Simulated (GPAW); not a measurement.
# KCl (Sylvite) (Fm-3m) in GPAW: notebook, part 2 of 3

GPAW 26.7.0. The steps go on from the part before.

### 4 Equation of state, optB88-vdW

run.py

```python
from ase.eos import EquationOfState
from ase.io import Trajectory, read
from ase.units import GPa
from gpaw import GPAW, PW

atoms = read('POSCAR')

traj = Trajectory('eos.traj', 'w')
volumes, energies = [], []
for x in [0.94, 0.96, 0.98, 1.0, 1.02, 1.04, 1.06]:
    a = atoms.copy()
    a.set_cell(atoms.cell * x**(1 / 3), scale_atoms=True)
    calc = GPAW(mode=PW(600),
                xc={'name': 'optB88-vdW', 'backend': 'libvdwxc'},
                kpts={'size': (7, 7, 7), 'gamma': True},
                occupations={'name': 'fermi-dirac', 'width': 0.05},
                nbands=16,
                convergence={'density': 1e-05, 'energy': 1e-05},
                maxiter=150,
                legacy_gpaw=True,
                txt=f'eos-{x:.2f}.txt')
    a.calc = calc
    energies.append(a.get_potential_energy(force_consistent=True))
    volumes.append(a.get_volume())
    calc.write(f'eos-{x:.2f}.gpw')
    traj.write(a)
    print(f'{x:.2f} {volumes[-1]:10.4f} A^3 {energies[-1]:14.6f} eV', flush=True)

v0, e0, B = EquationOfState(volumes, energies, eos='birchmurnaghan').fit()
print(f'V0 = {v0:.4f} A^3, E0 = {e0:.6f} eV, B0 = {B / GPa:.2f} GPa')
```

POSCAR

```
KCl
1.0
    0.0000000000      3.1464700000      3.1464700000
    3.1464700000      0.0000000000      3.1464700000
    3.1464700000      3.1464700000      0.0000000000
K Cl
1 1
Direct
    0.0000000000      0.0000000000      0.0000000000
    0.5000000000      0.5000000000      0.5000000000
```

Launch:

```bash
> OMP_NUM_THREADS=1 python run.py
```

It took 64 s on 1 thread of Intel Xeon Platinum 8488C (Sapphire Rapids), shared host; peak memory 0.22 GiB.

It converged, with:

| Item | Value |
| --- | --- |
| Equilibrium volume | 30.56 Å³/atom (rough: see the caveat) |
| Bulk modulus | 18.6 GPa (rough) |

Energy against volume, from the lowest point:
```
volume (Å³/atom)  energy (meV/atom)
          29.282               3.11
          29.905               0.73
          30.528               0.00
          31.151               0.50
          31.774               2.65
          32.397               6.12
          33.020              10.77
```

Caveat: the fit is doubtful: noisy points or a state that changes with volume; the PAW data sets were made with another functional, which shifts forces and pressure a little.

### 5 Band structure, PBE

run.py

```python
from ase.dft.bandgap import bandgap
from ase.io import read, write
from gpaw import GPAW

atoms = read('POSCAR')

calc = GPAW(mode='fd',
            h=0.16,
            xc='PBE',
            kpts={'size': (7, 7, 7), 'gamma': True},
            occupations={'name': 'fermi-dirac', 'width': 0.05},
            nbands=16,
            convergence={'density': 1e-05, 'energy': 1e-05},
            maxiter=150,
            txt='gpaw.txt')
atoms.calc = calc
energy = atoms.get_potential_energy()
forces = atoms.get_forces()
calc.write('gs.gpw')
write('result.traj', atoms)
print(f'Energy: {energy:.6f} eV')
print('Forces (eV/A):')
print(forces.round(4))
print('Fermi level:', round(calc.get_fermi_level(), 4), 'eV')
print(f'Gap: {bandgap(calc)[0]:.4f} eV, direct: {bandgap(calc, direct=True)[0]:.4f} eV')

path = atoms.cell.bandpath('GXWKGLUWLK,UX', npoints=100, eps=1e-4)
bs_calc = calc.fixed_density(kpts=path, symmetry='off', nbands=29,
                             convergence={'bands': 'CBM+6.0', 'eigenstates': 1e-6}, txt='bands.txt')
bs = bs_calc.band_structure()
bs.write('bs.json')
print(f'Gap on the path: {bandgap(bs_calc)[0]:.4f} eV')
```

POSCAR is that of step 4.

Potentials or basis: GPAW PAW data sets (gpaw-data 1.2.1), fd.

Launch:

```bash
> OMP_NUM_THREADS=1 python run.py
```

gpaw.txt:

```text
__  _  _
 | _ |_)|_||  |
 |__||  | ||/\| - 26.7.0

Input parameters:
  mode=FD(),
  convergence={'density': 1e-05, 'energy': 1e-05},
  h=0.16,
  kpts=MonkhorstPack(size=(7, 7, 7), gamma=True),
  maxiter=150,
  nbands=16,
  occupations=Occupations(name='fermi-dirac', width=0.05),
  xc=XC(name='PBE')

Diagonalizing LCAO Hamiltonian
Converting LCAO to fd mode

                 Cl

       K

Atoms  # Å, Bohr magnetons
|   | symbol |        x |        y |        z |    initial magnetic moments |
|---|--------|----------|----------|----------|-----------------------------|
| 0 |      K | 0.000000 | 0.000000 | 0.000000 | ( 0.0000,  0.0000,  0.0000) |
| 1 |     Cl | 3.146470 | 3.146470 | 3.146470 | ( 0.0000,  0.0000,  0.0000) |

Unit cell  # Å
| periodic |        x |        y |        z |  lengths |    angles |
|----------|----------|----------|----------|----------|-----------|
|      yes | 0.000000 | 3.146470 | 3.146470 | 4.449781 | 60.000000 |
|      yes | 3.146470 | 0.000000 | 3.146470 | 4.449781 | 60.000000 |
|      yes | 3.146470 | 3.146470 | 0.000000 | 4.449781 | 60.000000 |

Number of symmetries: 48
Symmetry operations  # r_c * U_cc + t_c -> r_c
|    | kind |            matrix            |
|----|------|------------------------------|
|  0 |  σ   |  1, 0, 0,  1, 0,-1,  1,-1, 0 |
|  1 |  C2  |  1, 0, 0,  1,-1, 0,  1, 0,-1 |
|  2 |  E   |  1, 0, 0,  0, 1, 0,  0, 0, 1 |
|  3 |  σ   |  1, 0, 0,  0, 0, 1,  0, 1, 0 |
|  4 |  C4  |  1, 0,-1,  1, 0, 0,  1,-1, 0 |
|  5 |  S6  |  1, 0,-1,  1,-1, 0,  1, 0, 0 |
|  6 |  σ   |  1, 0,-1,  0, 1,-1,  0, 0,-1 |
|  7 |  C3  |  1, 0,-1,  0, 0,-1,  0, 1,-1 |
|  8 |  S6  |  1,-1, 0,  1, 0, 0,  1, 0,-1 |
|  9 |  C4  |  1,-1, 0,  1, 0,-1,  1, 0, 0 |
| 10 |  C3  |  1,-1, 0,  0,-1, 1,  0,-1, 0 |
| 11 |  σ   |  1,-1, 0,  0,-1, 0,  0,-1, 1 |
| 12 |  σ   |  0, 1, 0,  1, 0, 0,  0, 0, 1 |
| 13 |  C4  |  0, 1, 0,  0, 1,-1, -1, 1, 0 |
| 14 |  C3  |  0, 1, 0,  0, 0, 1,  1, 0, 0 |
| 15 |  S6  |  0, 1, 0, -1, 1, 0,  0, 1,-1 |
| 16 |  C2  |  0, 1,-1,  1, 0,-1,  0, 0,-1 |
| 17 |  σ   |  0, 1,-1,  0, 1, 0, -1, 1, 0 |
| 18 |  S4  |  0, 1,-1,  0, 0,-1,  1, 0,-1 |
| 19 |  C4  |  0, 1,-1, -1, 1, 0,  0, 1, 0 |
| 20 |  C3  |  0, 0, 1,  1, 0, 0,  0, 1, 0 |
| 21 |  σ   |  0, 0, 1,  0, 1, 0,  1, 0, 0 |
| 22 |  S6  |  0, 0, 1,  0,-1, 1, -1, 0, 1 |
| 23 |  C4  |  0, 0, 1, -1, 0, 1,  0,-1, 1 |
| 24 |  S4  |  0, 0,-1,  1, 0,-1,  0, 1,-1 |
| 25 |  C3  |  0, 0,-1,  0, 1,-1,  1, 0,-1 |
| 26 |  C2  |  0, 0,-1,  0,-1, 0, -1, 0, 0 |
| 27 |  S6  |  0, 0,-1, -1, 0, 0,  0,-1, 0 |
| 28 |  S4  |  0,-1, 1,  1,-1, 0,  0,-1, 0 |
[... 94 lines left out ...]
    charge:  0.0  # [|e|]
    compensation charges:
      type: gauss
      rc: 0.25  # [Å]
      lmax: 2
    cutoffs:
      filter: 1.40  # [Å]
      core: 1.49  # [Å]
    projectors
    | kind |    occ | energy [eV] | rcut [Å] |
    |------|--------|-------------|----------|
    |   3s |  2.000 |     -20.689 |    0.794 |
    |   3p |  5.000 |      -8.594 |    0.794 |
    |    s |        |       6.523 |    0.794 |
    |    p |        |      18.617 |    0.794 |
    |    d |        |       0.000 |    0.794 |

    Using partial waves for Cl as LCAO basis

Reference energy: -28937.202614  # eV

eigensolver:
  PPCG
  Converge bands: occupied
  niter=2

density mixing:
  MSR1-Mixer
  Pratt-step length: 0.05
  Maximum mixing coefficient: 0.75
  Old densities: 10
  SVD Regularization: 0.005
  Good broyden scale: 1.0
  Trust region scale: 1.0
  Backstep threshold: 4.0
  History deletion threshold: 6.0
  Fourier metric: weight=20.0, sigma=0.015

occupation numbers:
  Fermi-Dirac:
    width: 0.0500  # eV

FastPoissonSolver using
    Stencil: 12*3+1=37 point O(h^6) finite-difference Laplacian
    FFT axes: [np.int64(0), np.int64(1), np.int64(2)]
    FST axes: []

xc functional:
  name: PBE with 2 nearest neighbor stencil
interpolation: tri-quintic # 5. degree polynomial

convergence criteria:
- Maximum integral of absolute [dens]ity change: 1e-05 electrons / valence electron
- Maximum [total energy] change in last 3 cyles: 1e-05 eV / valence electron
- Maximum integral of absolute [eigenst]ate change: 4e-08 eV^2 / valence electron
maximum number of iterations: 150

SCF iterations
|iter     | |      energy | eigst |  dens |
|---------|-|-------------|-------|-------|
|iter:   1| |   -7.122830 | +0.19 |       |
|iter:   2| |   -7.096552 | -1.24 | -1.28 |
|iter:   3| |   -6.943431 | -1.39 | -1.32 |
|iter:   4| |   -6.949345 | -2.40 | -1.73 |
|iter:   5| |   -6.951867 | -3.22 | -2.14 |
|iter:   6| |   -6.952051 | -4.27 | -2.86 |
|iter:   7| |   -6.952066 | -5.20 | -3.49 |
|iter:   8| |   -6.952066c| -6.12 | -4.16 |
|iter:   9| |   -6.952066c| -7.03 | -4.96 |
|iter:  10| |   -6.952067c| -7.63c| -5.42c|

Converged in 10 steps
Energy contributions relative to reference atoms: (reference = -28937.202614)

Energy contributions:
  Kinetic:           3.972569
  Coulomb:          -3.426738
  Zero:             -0.460768
  External:          0.000000
  Xc:               -7.037130
  Entropy:          -0.000000
  Spinorbit:         0.000000
  ----------------------------
  Free energy:      -6.952067
  Extrapolated:     -6.952067

dipole moment: (-22.928967, -22.928967, -22.928967)  # |e|*Ang

Fermi level: 1.680
Eigenvalues  # (at kpt = [0.000, 0.000, 0.000])
| band index |      eig [eV] | occ [0-2] |
|------------|---------------|-----------|
|          0 |       -27.496 |     2.000 |
|          1 |       -12.446 |     2.000 |
|          2 |       -10.990 |     2.000 |
|          3 |       -10.990 |     2.000 |
|          4 |       -10.989 |     2.000 |
|          5 |        -0.329 |     2.000 |
[... 8 lines left out ...]
|         14 |        12.648 |     0.000 |
|         15 |        17.457 |     0.000 |

Gap: 5.191 eV
Transition (v -> c):
  (s=0, k=0, n=7, [0.00, 0.00, 0.00]) -> (s=0, k=0, n=8, [0.00, 0.00, 0.00])
No difference between direct/indirect transitions

Forces  # eV/Ang
|       x |       y |        z |
|---------|---------|----------|
| 0.00000 | 0.00000 | -0.00000 |  # K    0
| 0.00000 | 0.00000 |  0.00000 |  # Cl   1

# Writing to gs.gpw (mode='')
```

stdout:

```text
Energy: -6.952067 eV
Forces (eV/A):
[[ 0.  0. -0.]
 [ 0.  0.  0.]]
Fermi level: 1.68 eV
Gap: 5.1907 eV, direct: 5.1907 eV
Gap on the path: 5.1907 eV
```

bands.txt:

```text
Diagonalizing LCAO Hamiltonian
Converting LCAO to fd mode
convergence criteria:
- Maximum integral of absolute [eigenst]ate change: 1e-06 eV^2 / valence electron
maximum number of iterations: 150

SCF iterations
|iter     | |      energy | eigst |  dens |
|---------|-|-------------|-------|-------|
|iter:   1| |             | +0.99 |       |
[... 112 lines left out ...]
         [0.375     , 0.375     , 0.75      ],
         [0.625     , 0.25      , 0.625     ],
         [0.60416667, 0.20833333, 0.60416667],
         [0.58333333, 0.16666667, 0.58333333],
         [0.5625    , 0.125     , 0.5625    ],
         [0.54166667, 0.08333333, 0.54166667],
         [0.52083333, 0.04166667, 0.52083333],
         [0.5       , 0.        , 0.5       ]])),
  maxiter=150,
  nbands=29,
  occupations=Occupations(name='fermi-dirac', width=0.05),
  symmetry=Symmetry(point_group=False, time_reversal=False),
  xc=XC(name='PBE')
```

Run time: 5.2 min. Hardware: 1 thread of Intel Xeon Platinum 8488C (Sapphire Rapids), shared host; peak memory 1 GiB.

Results:

```yaml
Free_energy: -6.9521 eV
Band_gap_on_the_k_mesh: 5.19 eV, direct
Band_gap_along_the_path: 5.19 eV, direct
```

Levels at the corners of the path, in eV from the valence-band top:
```
point  band 5  band 6  band 7  band 8  band 9  band 10  band 11  band 12
    Γ  -10.66    0.00    0.00    0.00    5.19     8.35     8.35     8.35
    X  -10.72   -0.66   -0.22   -0.22    6.53     8.34    10.06    10.15
    W  -10.57   -0.49   -0.47   -0.47    8.02     8.02     9.44     9.83
    K  -10.61   -0.56   -0.55   -0.29    7.27     9.06     9.30    10.04
    Γ  -10.66    0.00    0.00    0.00    5.19     8.35     8.35     8.35
    L  -10.42   -1.05   -0.32   -0.32    7.57     8.60    10.46    10.46
    U  -10.61   -0.56   -0.55   -0.29    7.27     9.06     9.30    10.04
    W  -10.57   -0.49   -0.47   -0.47    8.02     8.02     9.44     9.83
    L  -10.42   -1.05   -0.32   -0.32    7.57     8.60    10.46    10.46
    K  -10.61   -0.56   -0.55   -0.29    7.27     9.06     9.30    10.04
    U  -10.61   -0.56   -0.55   -0.29    7.27     9.06     9.30    10.04
    X  -10.72   -0.66   -0.22   -0.22    6.53     8.34    10.06    10.15
```

Caveat: the real-space grid adds noise to forces.

### 6 Band structure, r2SCAN

run.py, as its differences from that of step 5:

```diff
@@ -2,9 +2,9 @@
 from ase.io import read, write
-from gpaw import GPAW
+from ase.units import GPa
+from gpaw import GPAW, PW
 
-atoms = read('POSCAR')
+atoms = read('KCl.cif')
 
-calc = GPAW(mode='fd',
-            h=0.16,
-            xc='PBE',
+calc = GPAW(mode=PW(600),
+            xc='MGGA_X_R2SCAN+MGGA_C_R2SCAN',
             kpts={'size': (7, 7, 7), 'gamma': True},
@@ -18,2 +18,3 @@
 forces = atoms.get_forces()
+stress = atoms.get_stress()
 calc.write('gs.gpw')
@@ -23,2 +24,3 @@
 print(forces.round(4))
+print('Stress (GPa):', (stress / GPa).round(3))
 print('Fermi level:', round(calc.get_fermi_level(), 4), 'eV')
@@ -26,3 +28,3 @@
 
-path = atoms.cell.bandpath('GXWKGLUWLK,UX', npoints=100, eps=1e-4)
+path = atoms.cell.bandpath('GXWKGLUWLK,UX', npoints=60, eps=1e-4)
 bs_calc = calc.fixed_density(kpts=path, symmetry='off', nbands=29,
```

KCl.cif

```cif
data_KCl
_cell_length_a 4.44978055
_cell_length_b 4.44978055
_cell_length_c 4.44978055
_cell_angle_alpha 60.00000000
_cell_angle_beta 60.00000000
_cell_angle_gamma 60.00000000
_space_group_name_H-M_alt 'P1'
_space_group_name_Hall 'P 1'
_space_group_IT_number 1
loop_
_space_group_symop_operation_xyz
'x,y,z'
loop_
_atom_site_label
_atom_site_type_symbol
_atom_site_symmetry_multiplicity
_atom_site_Wyckoff_symbol
_atom_site_fract_x
_atom_site_fract_y
_atom_site_fract_z
_atom_site_occupancy
K1 K 1 a 0.0000000000 0.0000000000 0.0000000000 1
Cl1 Cl 1 a 0.5000000000 0.5000000000 0.5000000000 1
```

Potentials or basis: GPAW PAW data sets (gpaw-data 1.2.1), pw.

Launch:

```bash
> OMP_NUM_THREADS=1 python run.py
```

gpaw.txt:

```text
__  _  _
 | _ |_)|_||  |
 |__||  | ||/\| - 26.7.0

Input parameters:
  mode=PW(ecut=600.0),
  convergence={'density': 1e-05, 'energy': 1e-05},
  kpts=MonkhorstPack(size=(7, 7, 7), gamma=True),
  maxiter=150,
  nbands=16,
  occupations=Occupations(name='fermi-dirac', width=0.05),
  xc=XC(name='MGGA_X_R2SCAN+MGGA_C_R2SCAN')

Diagonalizing LCAO Hamiltonian
Converting LCAO to pw mode

                    Cl

       K

Atoms  # Å, Bohr magnetons
|   | symbol |        x |        y |        z |    initial magnetic moments |
|---|--------|----------|----------|----------|-----------------------------|
| 0 |      K | 0.000000 | 0.000000 | 0.000000 | ( 0.0000,  0.0000,  0.0000) |
| 1 |     Cl | 4.449781 | 2.569082 | 1.816615 | ( 0.0000,  0.0000,  0.0000) |

Unit cell  # Å
| periodic |        x |        y |        z |  lengths |    angles |
|----------|----------|----------|----------|----------|-----------|
|      yes | 4.449781 | 0.000000 | 0.000000 | 4.449781 | 60.000000 |
|      yes | 2.224890 | 3.853623 | 0.000000 | 4.449781 | 60.000000 |
|      yes | 2.224890 | 1.284541 | 3.633231 | 4.449781 | 60.000000 |

Number of symmetries: 48
Symmetry operations  # r_c * U_cc + t_c -> r_c
|    | kind |            matrix            |
|----|------|------------------------------|
|  0 |  σ   |  1, 0, 0,  1, 0,-1,  1,-1, 0 |
|  1 |  C2  |  1, 0, 0,  1,-1, 0,  1, 0,-1 |
|  2 |  E   |  1, 0, 0,  0, 1, 0,  0, 0, 1 |
|  3 |  σ   |  1, 0, 0,  0, 0, 1,  0, 1, 0 |
|  4 |  C4  |  1, 0,-1,  1, 0, 0,  1,-1, 0 |
|  5 |  S6  |  1, 0,-1,  1,-1, 0,  1, 0, 0 |
|  6 |  σ   |  1, 0,-1,  0, 1,-1,  0, 0,-1 |
|  7 |  C3  |  1, 0,-1,  0, 0,-1,  0, 1,-1 |
[... 169 lines left out ...]
maximum number of iterations: 150

SCF iterations
|iter     | |      energy | eigst |  dens |
|---------|-|-------------|-------|-------|
|iter:   1| |  -21.039729 | -0.05 |       |
|iter:   2| |  -16.415123 | -1.40 | -1.31 |
|iter:   3| |  -16.361902 | -1.44 | -1.29 |
|iter:   4| |  -16.308076 | -2.84 | -1.43 |
|iter:   5| |  -16.285411 | -2.53 | -1.59 |
|iter:   6| |  -16.284695 | -4.06 | -2.40 |
|iter:   7| |  -16.284612 | -4.74 | -2.72 |
|iter:   8| |  -16.284610c| -6.50 | -3.60 |
|iter:   9| |  -16.284609c| -7.01 | -4.01 |
|iter:  10| |  -16.284609c| -7.76c| -4.93 |
|iter:  11| |  -16.284609c| -8.55c| -5.83c|

Converged in 11 steps
Energy contributions relative to reference atoms: (reference = -28937.202614)

Energy contributions:
  Kinetic:          -4.444005
  Coulomb:           5.025333
  Zero:             -0.818398
  External:          0.000000
  Xc:              -16.047538
  Entropy:          -0.000000
  Spinorbit:         0.000000
  ----------------------------
  Free energy:     -16.284609
  Extrapolated:    -16.284609

dipole moment: (-32.462793, -18.742402, -13.252880)  # |e|*Ang

Fermi level: 0.831
Eigenvalues  # (at kpt = [0.000, 0.000, 0.000])
| band index |      eig [eV] | occ [0-2] |
|------------|---------------|-----------|
|          0 |       -28.959 |     2.000 |
|          1 |       -13.419 |     2.000 |
|          2 |       -11.678 |     2.000 |
|          3 |       -11.678 |     2.000 |
|          4 |       -11.678 |     2.000 |
|          5 |        -0.754 |     2.000 |
[... 8 lines left out ...]
|         14 |        12.616 |     0.000 |
|         15 |        16.034 |     0.000 |

Gap: 5.831 eV
Transition (v -> c):
  (s=0, k=0, n=7, [0.00, 0.00, 0.00]) -> (s=0, k=0, n=8, [0.00, 0.00, 0.00])
No difference between direct/indirect transitions

Forces  # eV/Ang
|        x |        y |       z |
|----------|----------|---------|
| -0.00000 |  0.00000 | 0.00000 |  # K    0
|  0.00000 | -0.00000 | 0.00000 |  # Cl   1

Stress tensor  # eV/Ang^3
|         x |         y |         z |
|-----------|-----------|-----------|
|  0.000658 | -0.000000 | -0.000000 |
| -0.000000 |  0.000658 |  0.000000 |
| -0.000000 | -0.000000 |  0.000658 |

# Writing to gs.gpw (mode='')
```

Run time: 2.1 min. Hardware: 1 thread of Intel Xeon Platinum 8488C (Sapphire Rapids), shared host; peak memory 0.33 GiB.

Results:

```yaml
Free_energy: -16.2846 eV
Pressure: -0.1 GPa
Band_gap_on_the_k_mesh: 5.83 eV, direct
Band_gap_along_the_path: 5.83 eV, direct
```

Levels at the corners of the path, in eV from the valence-band top:
| point | band 4 | band 5 | band 6 | band 7 | band 8 | band 9 | band 10 | band 11 | band 12 | band 13 |
| --- | --- | --- | --- | --- | --- | --- | --- | --- | --- | --- |
| Γ | -10.92 | -10.92 | 0.00 | 0.00 | 0.00 | 5.83 | 9.01 | 9.01 | 9.01 | 10.02 |
| X | -10.98 | -10.98 | -0.67 | -0.23 | -0.23 | 7.03 | 9.20 | 10.68 | 11.02 | 11.48 |
| W | -11.02 | -10.84 | -0.48 | -0.48 | -0.48 | 8.58 | 8.58 | 10.34 | 10.70 | 12.40 |
| K | -10.96 | -10.88 | -0.57 | -0.55 | -0.29 | 7.80 | 9.65 | 10.18 | 10.93 | 11.71 |
| Γ | -10.92 | -10.92 | 0.00 | 0.00 | 0.00 | 5.83 | 9.01 | 9.01 | 9.01 | 10.02 |
| L | -10.93 | -10.71 | -1.04 | -0.32 | -0.32 | 8.11 | 9.24 | 11.26 | 11.26 | 12.08 |
| U | -10.96 | -10.88 | -0.57 | -0.55 | -0.29 | 7.80 | 9.65 | 10.18 | 10.93 | 11.71 |
| W | -11.02 | -10.84 | -0.48 | -0.48 | -0.48 | 8.58 | 8.58 | 10.34 | 10.70 | 12.40 |
| L | -10.93 | -10.71 | -1.04 | -0.32 | -0.32 | 8.11 | 9.24 | 11.26 | 11.26 | 12.08 |
| K | -10.96 | -10.88 | -0.57 | -0.55 | -0.29 | 7.80 | 9.65 | 10.18 | 10.93 | 11.71 |
| U | -10.96 | -10.88 | -0.57 | -0.55 | -0.29 | 7.80 | 9.65 | 10.18 | 10.93 | 11.71 |
| X | -10.98 | -10.98 | -0.67 | -0.23 | -0.23 | 7.03 | 9.20 | 10.68 | 11.02 | 11.48 |

Caveat: the PAW data sets were made with another functional, which shifts forces and pressure a little.

### 7 Equation of state, r2SCAN

run.py

```python
from ase.eos import EquationOfState
from ase.io import Trajectory, read
from ase.units import GPa
from gpaw import GPAW, PW

atoms = read('POSCAR')

traj = Trajectory('eos.traj', 'w')
volumes, energies = [], []
for x in [0.94, 0.96, 0.98, 1.0, 1.02, 1.04, 1.06]:
    a = atoms.copy()
    a.set_cell(atoms.cell * x**(1 / 3), scale_atoms=True)
    calc = GPAW(mode=PW(600),
                xc='MGGA_X_R2SCAN+MGGA_C_R2SCAN',
                kpts={'size': (7, 7, 7), 'gamma': True},
                occupations={'name': 'fermi-dirac', 'width': 0.05},
                nbands=16,
                convergence={'density': 1e-05, 'energy': 1e-05},
                maxiter=150,
                txt=f'eos-{x:.2f}.txt')
    a.calc = calc
    energies.append(a.get_potential_energy(force_consistent=True))
    volumes.append(a.get_volume())
    p = -a.get_stress()[:3].mean() / GPa
    calc.write(f'eos-{x:.2f}.gpw')
    traj.write(a)
    print(f'{x:.2f} {volumes[-1]:10.4f} A^3 {energies[-1]:14.6f} eV {p:9.3f} GPa', flush=True)

v0, e0, B = EquationOfState(volumes, energies, eos='birchmurnaghan').fit()
print(f'V0 = {v0:.4f} A^3, E0 = {e0:.6f} eV, B0 = {B / GPa:.2f} GPa')
```

POSCAR is that of step 5.

Launch:

```bash
> OMP_NUM_THREADS=1 python run.py
```

It took 3.4 min on 1 thread of Intel Xeon Platinum 8488C (Sapphire Rapids), shared host; peak memory 0.59 GiB.

The run converged. Its results:

```yaml
Equilibrium_volume: "31.10 Å³/atom (rough: see the caveat)"
Bulk_modulus: 19.2 GPa (rough)
```

Energy against volume, from the lowest point:
| volume (Å³/atom) | energy (meV/atom) |
| --- | --- |
| 29.282 | 7.22 |
| 29.905 | 2.97 |
| 30.528 | 0.63 |
| 31.151 | 0.00 |
| 31.774 | 0.81 |
| 32.397 | 2.94 |
| 33.020 | 6.22 |

Caveat: the points scatter about the fit; the PAW data sets were made with another functional, which shifts forces and pressure a little.

[end of part 2 of 3]
